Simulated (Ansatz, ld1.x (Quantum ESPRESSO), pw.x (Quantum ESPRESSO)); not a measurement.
## Rh (Z = 45): one change to the RRKJ potential, in the atom and in the sc crystal

- Element: rhodium
- Generator: ld1.x (Quantum ESPRESSO) 7.5
- Type: norm-conserving RRKJ (Kleinman–Bylander form)
- Functional: PBE
- Relativity: scalar-relativistic
- Frozen core: [Kr]
- Valence charge: 9
- Reference configuration: 4d8 5s1 5p0
- Partial waves: 5p (bound, empty): rc 3.40 bohr; 4d (bound): rc 1.75 bohr; 5s (bound): rc 2.15 bohr
- Local potential: the s channel
- Core correction: Bessel-smoothed model core inside 1.20 bohr
- rho0: 0.02

Change: wave 5p (bound): rc 3.40 bohr becomes 5p (bound): rc 4.46 bohr.

Cutoffs, loose and tight: the cutoffs (Ry, on a coarse ladder) from which the occupation-weighted sum of valence levels, in a spherical-Bessel basis at the reference potential, stays within 10 and 1 mRy of its value at 400 Ry. They do not see the model core or the augmentation charge, which bear on the density cutoff. Test errors are all-electron minus pseudo excitation energies from the reference, over the configurations 4d8 5s0 5p0; 4d7 5s0 5p0; 4d6 5s0 5p0; 4d5 5s0 5p0; 4d7 5s2 5p0; 4d8 5s0 5p1; 4d7 5s1 5p0; variants that change the core or the reference have their own tests.

Crystal test: sc Rh in pw.x 7.5, no spin, 13³ k-points, Fermi–Dirac smearing 0.01 Ry, cutoffs set for each file from its atomic test. The reference is all-electron LAPW (Ansatz 0.2.0) with the same functional, mesh and smearing; V0 and B0 come from Birch–Murnaghan fits to the pressures at five volumes. Errors are pseudo minus all-electron; Δ is the rms difference of the E(V) curves that follow from these fits, minima aligned, over ±6 % about the mean V0. Mesh and smearing are coarse, so the numbers serve the comparison and aren't converged zero-temperature values; the lattice is a test structure that the element need not adopt.

All-electron: a0 = 2.539 Å (V0 = 16.37 Å³/atom), B0 = 179.8 GPa.

Q: Does the change bring the crystal closer to the all-electron result?

A: The mean pressure error goes from +10.19 to +11.57 GPa, so the change moves the solid further from the all-electron pressures. Neither pressure curve crosses zero within the volumes sampled, so no fits are given.

| quantity | base | changed |
| --- | --- | --- |
| outcome (atom) | generated | generated |
| cutoff, loose (atom) | 50 Ry | 50 Ry |
| cutoff, tight (atom) | 55 Ry | 55 Ry |
| bound ghosts (atom) | none | none |
| largest test error (meV) (atom) | -1808 | -675 over the solved tests; 1 of 7 tests not solved or not reliable |
| cutoffs in pw.x (Ry) | 70/280 | 70/280 |
| mean pressure error (GPa) | +10.19 | +11.57 |

Base: The largest radius (3.40 bohr) exceeds half the bond length (2.40 bohr), so the spheres overlap, which is one possible source of error among others. This is a poor potential for the solid. Changed file: The largest radius (4.46 bohr) exceeds half the bond length (2.40 bohr), so the spheres overlap, which is one possible source of error among others. This is a poor potential for the solid. Atomic configuration tests: 1 of 7 tests not solved or not reliable. The atomic cutoffs weigh occupied waves only.
